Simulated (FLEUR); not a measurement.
# KI (Fm-3m) in FLEUR: a series of runs

One crystal, KI, is run at these levels: AM05, LDA; tasks: band structure, equation of state.

Program: FLEUR MaX-R8.1 (later development tree). These are calculated values, not measurements. Logs are shortened: lines on timing, memory, paths and dates and some standing lists are left out, and cuts for length are marked.

**Experimental background.**

From a printed reference work, monograph, for a bulk crystal of KI: band gap 6.32 eV.

The runs below are set against these values where they give the same quantity.

## 1. The crystal as given

The structure is cubic, space group Fm-3m (No. 225). Conventional cell: a = 7.066 Å, b = 7.066 Å, c = 7.066 Å, α = 90.00°, β = 90.00°, γ = 90.00°. I (site symmetry m-3m) has 6 K at 3.53 Å as nearest neighbours. K (site symmetry m-3m) has 6 I at 3.53 Å as nearest neighbours.

## 2. Band structure, AM05

File inp.xml:

```xml
<?xml version="1.0" encoding="UTF-8" standalone="no"?>
<fleurInput fleurInputVersion="0.39">
   <comment>
      KI                                                                                                  
   </comment>
   <calculationSetup>
      <cutoffs Kmax="4.1" Gmax="12.7" GmaxXC="12.7" numbands="0"/>
      <scfLoop itmax="60" minDistance="0.00001" maxIterBroyd="15" imix="Anderson" alpha="0.05" precondParam="0.0" spinf="2.0" sdNocoIR="T"/>
      <coreElectrons ctail="T" frcor="F" kcrel="0" coretail_lmax="0"/>
      <xcFunctional name="LibXC" relativisticCorrections="F">
         <LibXCName exchange="gga_x_am05" correlation="gga_c_am05"/>
      </xcFunctional>
      <magnetism jspins="1"/>
      <soc l_soc="F" theta="0.0" phi="0.0" spav="F"/>
      <expertModes spex="0" secvar="F"/>
      <geometryOptimization l_f="F" forcealpha="1.0" forcemix="BFGS" epsdisp="0.00001" epsforce="0.00001"/>
      <ldaU l_linMix="F" mixParam="0.05" spinf="1.0"/>
   </calculationSetup>
   <cell>
      <bzIntegration valenceElectrons="32.0" mode="hist" fermiSmearingEnergy="0.00183747">
         <kPointListSelection listName="default-1"/>
         <!-- k-points included here -->
         <xi:include xmlns:xi="http://www.w3.org/2001/XInclude" href="kpts.xml"> </xi:include>
      </bzIntegration>
      <!-- symmetry operations included here -->
      <xi:include xmlns:xi="http://www.w3.org/2001/XInclude" href="sym.xml"> </xi:include>
      <bulkLattice scale="1.0">
         <bravaisMatrix>
[... 34 lines left out ...]
         <lo type="HELO" l="1" n="4" eDeriv="0"/>
         <lo type="HELO" l="1" n="4" eDeriv="1"/>
         <lo type="SCLO" l="2" n="3" eDeriv="2"/>
         <lo type="SCLO" l="3" n="4" eDeriv="2"/>
      </species>
   </atomSpecies>
   <atomGroups>
      <atomGroup species="Iodine (I)">
         <relPos label="                   1">1.000/2.000 1.000/2.000 1.000/2.000</relPos>
         <force calculate="T" relaxXYZ="TTT"/>
      </atomGroup>
      <atomGroup species="Potassium (K)">
         <relPos label="                   2">.0000000000 .0000000000 .0000000000</relPos>
         <force calculate="T" relaxXYZ="TTT"/>
      </atomGroup>
   </atomGroups>
   <output dos="F" band="F" slice="F">
      <checks vchk="F" cdinf="F"/>
      <bandDOS minEnergy="-.5*Htr" maxEnergy="0.5*Htr" sigma="0.015" storeEVData="T"/>
      <vacuumDOS vacdos="F" integ="F" star="F" nstars="0" locx1="0.0" locy1="0.0" locx2="0.0" locy2="0.0" nstm="0" tworkf="0.0"/>
      <unfoldingBand unfoldBand="F" supercellX="1" supercellY="1" supercellZ="1"/>
      <plotting iplot="0" polar="F">
         <plot TwoD="T" vec1="  1.0  0.0  0.0" vec2="  0.0  1.0  0.0" vec3="  0.0  0.0  1.0" zero="  0.0  0.0  0.0" file="plot"/>
      </plotting>
      <chargeDensitySlicing numkpt="0" minEigenval="0.0" maxEigenval="0.0" nnne="0" pallst="F"/>
      <specialOutput eonly="F"/>
      <moessbauerParams electricFieldGradient="T" isomerShift="T" coreHyperfine="T" valenceHyperfine="T"/>
      <magneticCircularDichroism mcd="F" energyLo="-10.0" energyUp="0.0"/>
   </output>
  <!-- We include the file relax.xml here to enable relaxations (see documentation) -->
  <xi:include xmlns:xi="http://www.w3.org/2001/XInclude" href="relax.xml"> <xi:fallback/> </xi:include>
</fleurInput>
```

File crystal.txt:

```
KI
&input cartesian=F /
0.0000000000  3.5327750000  3.5327750000
3.5327750000  0.0000000000  3.5327750000
3.5327750000  3.5327750000  0.0000000000
1.8897261246
1.0 1.0 1.0

2
53 0.5000000000  0.5000000000  0.5000000000
19 0.0000000000  0.0000000000  0.0000000000

&kpt div1=7 div2=7 div3=7 gamma=T /
```

File inp.xml (bands):

```
<?xml version="1.0" encoding="UTF-8" standalone="no"?>
<fleurInput fleurInputVersion="0.39">
   <comment>
      KI                                                                                                  
   </comment>
   <calculationSetup>
      <cutoffs Kmax="4.1" Gmax="12.7" GmaxXC="12.7" numbands="0"/>
      <scfLoop itmax="60" minDistance="0.00001" maxIterBroyd="15" imix="Anderson" alpha="0.05" precondParam="0.0" spinf="2.0" sdNocoIR="T"/>
      <coreElectrons ctail="T" frcor="F" kcrel="0" coretail_lmax="0"/>
      <xcFunctional name="LibXC" relativisticCorrections="F">
         <LibXCName exchange="gga_x_am05" correlation="gga_c_am05"/>
      </xcFunctional>
      <magnetism jspins="1"/>
      <soc l_soc="F" theta="0.0" phi="0.0" spav="F"/>
      <expertModes spex="0" secvar="F"/>
      <geometryOptimization l_f="F" forcealpha="1.0" forcemix="BFGS" epsdisp="0.00001" epsforce="0.00001"/>
      <ldaU l_linMix="F" mixParam="0.05" spinf="1.0"/>
   </calculationSetup>
   <cell>
      <bzIntegration valenceElectrons="32.0" mode="hist" fermiSmearingEnergy="0.00183747">
         <kPointListSelection listName="path-1"/>
         <!-- k-points included here -->
         <xi:include xmlns:xi="http://www.w3.org/2001/XInclude" href="kpts.xml"> </xi:include>
      </bzIntegration>
      <!-- symmetry operations included here -->
      <xi:include xmlns:xi="http://www.w3.org/2001/XInclude" href="sym.xml"> </xi:include>
      <bulkLattice scale="1.0">
[... 34 lines left out ...]
         <lo type="SCLO" l="0" n="3" eDeriv="0"/>
         <lo type="HELO" l="1" n="4" eDeriv="0"/>
         <lo type="HELO" l="1" n="4" eDeriv="1"/>
         <lo type="SCLO" l="2" n="3" eDeriv="2"/>
         <lo type="SCLO" l="3" n="4" eDeriv="2"/>
      </species>
   </atomSpecies>
   <atomGroups>
      <atomGroup species="Iodine (I)">
         <relPos label="                   1">1.000/2.000 1.000/2.000 1.000/2.000</relPos>
         <force calculate="T" relaxXYZ="TTT"/>
      </atomGroup>
      <atomGroup species="Potassium (K)">
         <relPos label="                   2">.0000000000 .0000000000 .0000000000</relPos>
         <force calculate="T" relaxXYZ="TTT"/>
      </atomGroup>
   </atomGroups>
   <output dos="F" band="T" slice="F">
      <checks vchk="F" cdinf="F"/>
      <bandDOS minEnergy="-.5*Htr" maxEnergy="0.5*Htr" sigma="0.015" storeEVData="T"/>
      <vacuumDOS vacdos="F" integ="F" star="F" nstars="0" locx1="0.0" locy1="0.0" locx2="0.0" locy2="0.0" nstm="0" tworkf="0.0"/>
      <unfoldingBand unfoldBand="F" supercellX="1" supercellY="1" supercellZ="1"/>
      <plotting iplot="0" polar="F">
         <plot TwoD="T" vec1="  1.0  0.0  0.0" vec2="  0.0  1.0  0.0" vec3="  0.0  0.0  1.0" zero="  0.0  0.0  0.0" file="plot"/>
      </plotting>
      <chargeDensitySlicing numkpt="0" minEigenval="0.0" maxEigenval="0.0" nnne="0" pallst="F"/>
      <specialOutput eonly="F"/>
      <moessbauerParams electricFieldGradient="T" isomerShift="T" coreHyperfine="T" valenceHyperfine="T"/>
      <magneticCircularDichroism mcd="F" energyLo="-10.0" energyUp="0.0"/>
   </output>
  <!-- We include the file relax.xml here to enable relaxations (see documentation) -->
  <xi:include xmlns:xi="http://www.w3.org/2001/XInclude" href="relax.xml"> <xi:fallback/> </xi:include>
</fleurInput>
```

Potentials or basis: all-electron, FLAPW.

Run with:

```bash
$ inpgen -f crystal.txt -profile fastHighL
$ # inp.xml edited to the form shown
$ fleur_MPI
$ fleur_MPI   # second run, on inp.xml (bands)
```

What it wrote:

```text
Welcome to FLEUR        (www.flapw.de)
      MaX-Release 8.1          (www.max-centre.eu)
 func_ids         135         120         135         120
The functional 'Armiento & Mattsson 05' is an exchange functional, it belongs to the 'GGA' family and is defined in the reference(s):
[1] R. Armiento and A. E. Mattsson.,  Phys. Rev. B 72, 085108 (2005)
[2] A. E. Mattsson, R. Armiento, J. Paier, G. Kresse, J. M. Wills, and T. R. Mattsson.,  J. Chem. Phys. 128, 084714 (2008)
The functional 'Armiento & Mattsson 05' is a correlation functional, it belongs to the 'GGA' family and is defined in the reference(s):
[1] R. Armiento and A. E. Mattsson.,  Phys. Rev. B 72, 085108 (2005)
[2] A. E. Mattsson, R. Armiento, J. Paier, G. Kresse, J. M. Wills, and T. R. Mattsson.,  J. Chem. Phys. 128, 084714 (2008)
 Using same functional for VXC and EXC

 ========== k-point set info ==========
 Selected k-point list: default-1
 k-point list type: mesh
 7 x 7 x 7
 Number of k points: 20

 ------------Calculation Setup---------------------------
 Number of MPI-tasks      :            1
 Number of PE/node        :            1
 Number of OMP-threads    :            1
 Most efficient MPI parallelization for:
           1           2           4           5          10          20
 Additional eigenvalue parallelization possible
 Number of basis functions:          785
 Approximate size of matrices (H+S) per k-point:         0.009 GB
 --------------------------------------------------------
 Iteration:     1   Distance:       3.73348727 me/bohr^3
 Iteration:     2   Distance:       3.52412372 me/bohr^3
 Iteration:     3   Distance:       1.32113542 me/bohr^3
 Iteration:     4   Distance:       0.64200790 me/bohr^3
 Iteration:     5   Distance:       0.45167794 me/bohr^3
 Iteration:     6   Distance:       0.14041655 me/bohr^3
 Iteration:     7   Distance:       0.07822625 me/bohr^3
 Iteration:     8   Distance:       0.06231223 me/bohr^3
 Iteration:     9   Distance:       0.03670445 me/bohr^3
 Iteration:    10   Distance:       0.03276096 me/bohr^3
 Iteration:    11   Distance:       0.01123176 me/bohr^3
 Iteration:    12   Distance:       0.00331635 me/bohr^3
 Iteration:    13   Distance:       0.00278156 me/bohr^3
 Iteration:    14   Distance:       0.00057417 me/bohr^3
 Iteration:    15   Distance:       0.00051797 me/bohr^3
 Iteration:    16   Distance:       0.00047715 me/bohr^3
 Iteration:    17   Distance:       0.00018716 me/bohr^3
 Iteration:    18   Distance:       0.00014267 me/bohr^3
 Iteration:    19   Distance:       0.00011040 me/bohr^3
 Iteration:    20   Distance:       0.00003388 me/bohr^3
 Iteration:    21   Distance:       0.00003045 me/bohr^3
 Iteration:    22   Distance:       0.00000466 me/bohr^3

 ********************************************************************
 Run finished successfully
 Stop message:
   all done
 ********************************************************************
```

It took 2 min on 1 thread of Arm Neoverse V1, shared host; peak memory 0.08 GiB.

Results:

* Free energy: -209916.4715 eV
* Band gap on the k mesh: 3.65 eV, direct
* Band gap along the path: 3.65 eV, direct
* Valence electrons inside the program's atomic spheres: I 21.18; K 7.83 (radii I 2.66, K 2.66 bohr)

Levels at the corners of the path, in eV from the valence-band top:
| point | band 13 | band 14 | band 15 | band 16 | band 17 | band 18 | band 19 | band 20 |
| --- | --- | --- | --- | --- | --- | --- | --- | --- |
| Γ | -10.60 | 0.00 | 0.00 | 0.00 | 3.65 | 6.46 | 6.46 | 6.46 |
| X | -10.46 | -1.03 | -0.37 | -0.37 | 4.68 | 5.70 | 8.05 | 8.26 |
| W | -10.40 | -0.75 | -0.75 | -0.60 | 6.19 | 6.19 | 6.59 | 8.08 |
| K | -10.40 | -0.89 | -0.77 | -0.38 | 5.36 | 6.56 | 7.25 | 8.18 |
| Γ | -10.60 | 0.00 | 0.00 | 0.00 | 3.65 | 6.46 | 6.46 | 6.46 |
| L | -10.32 | -1.35 | -0.34 | -0.34 | 5.19 | 7.34 | 8.11 | 8.11 |
| U | -10.40 | -0.89 | -0.77 | -0.38 | 5.36 | 6.56 | 7.25 | 8.18 |
| W | -10.40 | -0.75 | -0.75 | -0.60 | 6.19 | 6.19 | 6.59 | 8.08 |
| L | -10.32 | -1.35 | -0.34 | -0.34 | 5.19 | 7.34 | 8.11 | 8.11 |
| K | -10.40 | -0.89 | -0.77 | -0.38 | 5.36 | 6.56 | 7.25 | 8.18 |
| U | -10.40 | -0.89 | -0.77 | -0.38 | 5.36 | 6.56 | 7.25 | 8.18 |
| X | -10.46 | -1.03 | -0.37 | -0.37 | 4.68 | 5.70 | 8.05 | 8.26 |

Core levels (eV from the Fermi level):
| atom | levels |
| --- | --- |
| 1 I | 1s1/2 -32920.0, 2s1/2 -5079.5, 2p1/2 -4766.8, 2p3/2 -4468.5, 3s1/2 -1019.0, 3p1/2 -889.6, 3p3/2 -833.5, 4s1/2 -172.6, 3d3/2 -605.1, 3d5/2 -593.3 |
| 2 K | 1s1/2 -3505.2, 2s1/2 -345.5, 2p1/2 -274.8, 2p3/2 -271.9 |

Caveat: spin-orbit coupling is left out, which moves the levels of the heavy elements.

## 3. Equation of state, AM05, 41.45 Å³/atom (volume scaled by 0.94)

Changes to inp.xml since step 2:

```diff
@@ -26,3 +26,3 @@
       <xi:include xmlns:xi="http://www.w3.org/2001/XInclude" href="sym.xml"> </xi:include>
-      <bulkLattice scale="1.0">
+      <bulkLattice scale="0.9795861087">
          <bravaisMatrix>
```

Potentials or basis: all-electron, FLAPW.

Run with:

```bash
$ inpgen -f crystal.txt -profile fastHighL
$ # inp.xml edited to the form shown
$ fleur_MPI
```

Wall time 78 s (1 thread of Arm Neoverse V1, shared host); peak memory 0.08 GiB.

It converged, with:

- Free energy: -209916.4614 eV
- Band gap on the k mesh: 3.92 eV, direct
- Valence electrons inside the program's atomic spheres: I 21.19; K 7.84 (radii I 2.66, K 2.66 bohr)

Caveat: spin-orbit coupling is left out, which moves the levels of the heavy elements.

## 4. Equation of state, AM05, 42.33 Å³/atom (volume scaled by 0.96)

Changes to inp.xml since step 3:

```diff
@@ -26,3 +26,3 @@
       <xi:include xmlns:xi="http://www.w3.org/2001/XInclude" href="sym.xml"> </xi:include>
-      <bulkLattice scale="0.9795861087">
+      <bulkLattice scale="0.9864848297">
          <bravaisMatrix>
```

Run with:

```bash
$ inpgen -f crystal.txt -profile fastHighL
$ # inp.xml edited to the form shown
$ fleur_MPI
```

Wall time 75 s (1 thread of Arm Neoverse V1, shared host); peak memory 0.08 GiB.

The run converged. Its results:

```
Free energy                                           : -209916.4699 eV
Band gap on the k mesh                                : 3.84 eV, direct
Valence electrons inside the program's atomic spheres : I 21.18; K 7.84 (radii I 2.66, K 2.66 bohr)
```

Caveat: spin-orbit coupling is left out, which moves the levels of the heavy elements.

## 5. Equation of state, AM05, 44.09 Å³/atom

Changes to inp.xml since step 4:

```diff
@@ -26,3 +26,3 @@
       <xi:include xmlns:xi="http://www.w3.org/2001/XInclude" href="sym.xml"> </xi:include>
-      <bulkLattice scale="0.9864848297">
+      <bulkLattice scale="1.0000000000">
          <bravaisMatrix>
```

Run with:

```bash
$ inpgen -f crystal.txt -profile fastHighL
$ # inp.xml edited to the form shown
$ fleur_MPI
```

Wall time 1.7 min (1 thread of Arm Neoverse V1, shared host); peak memory 0.08 GiB.

Results (log left out):

- Free energy: -209916.4715 eV
- Band gap on the k mesh: 3.65 eV, direct
- Valence electrons inside the program's atomic spheres: I 21.18; K 7.83 (radii I 2.66, K 2.66 bohr)

Caveat: spin-orbit coupling is left out, which moves the levels of the heavy elements; an odd mesh through Γ misses points on the zone boundary, where band edges often lie.

## 6. Equation of state, AM05, 45.85 Å³/atom (volume scaled by 1.04)

Changes to inp.xml since step 5:

```diff
@@ -26,3 +26,3 @@
       <xi:include xmlns:xi="http://www.w3.org/2001/XInclude" href="sym.xml"> </xi:include>
-      <bulkLattice scale="1.0000000000">
+      <bulkLattice scale="1.0131594038">
          <bravaisMatrix>
```

Potentials or basis: all-electron, FLAPW.

Run with:

```bash
$ inpgen -f crystal.txt -profile fastHighL
$ # inp.xml edited to the form shown
$ fleur_MPI
```

Wall time 1.9 min (1 thread of Arm Neoverse V1, shared host); peak memory 0.08 GiB.

It converged, with:

```yaml
Free_energy: -209916.4713 eV
Band_gap_on_the_k_mesh: 3.55 eV, direct
Valence_electrons_inside_the_program's_atomic_spheres: I 21.17; K 7.82 (radii I 2.66, K 2.66 bohr)
```

Caveat: spin-orbit coupling is left out, which moves the levels of the heavy elements; an odd mesh through Γ misses points on the zone boundary, where band edges often lie.

## 7. Band structure, LDA

Changes to inp.xml since step 6:

```diff
@@ -9,5 +9,3 @@
       <coreElectrons ctail="T" frcor="F" kcrel="0" coretail_lmax="0"/>
-      <xcFunctional name="LibXC" relativisticCorrections="F">
-         <LibXCName exchange="gga_x_am05" correlation="gga_c_am05"/>
-      </xcFunctional>
+      <xcFunctional name="vwn" relativisticCorrections="F"/>
       <magnetism jspins="1"/>
@@ -26,3 +24,3 @@
       <xi:include xmlns:xi="http://www.w3.org/2001/XInclude" href="sym.xml"> </xi:include>
-      <bulkLattice scale="1.0131594038">
+      <bulkLattice scale="1.0">
          <bravaisMatrix>
```

crystal.txt is that of step 2.

Changes to inp.xml (bands) since step 2:

```diff
@@ -9,5 +9,3 @@
       <coreElectrons ctail="T" frcor="F" kcrel="0" coretail_lmax="0"/>
-      <xcFunctional name="LibXC" relativisticCorrections="F">
-         <LibXCName exchange="gga_x_am05" correlation="gga_c_am05"/>
-      </xcFunctional>
+      <xcFunctional name="vwn" relativisticCorrections="F"/>
       <magnetism jspins="1"/>
```

Run with:

```bash
$ inpgen -f crystal.txt -profile fastHighL
$ # inp.xml edited to the form shown
$ fleur_MPI
$ fleur_MPI   # second run, on inp.xml (bands)
```

Wall time 67 s (1 thread of Arm Neoverse V1, shared host); peak memory 0.07 GiB.

It converged, with:

| Quantity | Value |
| --- | --- |
| Free energy | -209907.4667 eV |
| Band gap on the k mesh | 3.61 eV, direct |
| Band gap along the path | 3.61 eV, direct |
| Valence electrons inside the program's atomic spheres | I 21.15; K 7.82 (radii I 2.66, K 2.66 bohr) |

Levels at the corners of the path, in eV from the valence-band top:
```tsv
point	band 13	band 14	band 15	band 16	band 17	band 18	band 19	band 20
Γ	-10.62	0.00	0.00	0.00	3.61	6.30	6.30	6.30
X	-10.48	-1.04	-0.38	-0.38	4.70	5.49	7.96	8.50
W	-10.41	-0.76	-0.76	-0.63	6.24	6.24	6.40	7.91
K	-10.42	-0.89	-0.79	-0.40	5.38	6.38	7.38	8.03
Γ	-10.62	0.00	0.00	0.00	3.61	6.30	6.30	6.30
L	-10.32	-1.38	-0.35	-0.35	5.25	7.44	7.98	7.98
U	-10.42	-0.89	-0.79	-0.40	5.38	6.38	7.38	8.03
W	-10.41	-0.76	-0.76	-0.63	6.24	6.24	6.40	7.91
L	-10.32	-1.38	-0.35	-0.35	5.25	7.44	7.98	7.98
K	-10.42	-0.89	-0.79	-0.40	5.38	6.38	7.38	8.03
U	-10.42	-0.89	-0.79	-0.40	5.38	6.38	7.38	8.03
X	-10.48	-1.04	-0.38	-0.38	4.70	5.49	7.96	8.50
```

Core levels (eV from the Fermi level):
```csv
atom,levels
1 I,"1s1/2 -32917.4, 2s1/2 -5079.0, 2p1/2 -4767.4, 2p3/2 -4469.0, 3s1/2 -1018.7, 3p1/2 -889.6, 3p3/2 -833.5, 4s1/2 -172.5, 3d3/2 -605.2, 3d5/2 -593.4"
2 K,"1s1/2 -3504.1, 2s1/2 -345.2, 2p1/2 -274.9, 2p3/2 -272.0"
```

Caveat: spin-orbit coupling is left out, which moves the levels of the heavy elements.

## 8. Against experiment

Step 2. Measured gap of KI: 6.32 eV (a printed reference work, monograph). This calculation gives 3.65 eV (-2.67 eV). Spin-orbit coupling on I is left out. The value is that of AM05, without temperature or zero-point motion. Semilocal functionals fall short of measured gaps as a rule.

Step 7. Measured gap of KI: 6.32 eV (a printed reference work, monograph). This calculation gives 3.61 eV (-2.71 eV). Spin-orbit coupling on I is left out. The value is that of LDA, without temperature or zero-point motion. Semilocal functionals fall short of measured gaps as a rule.
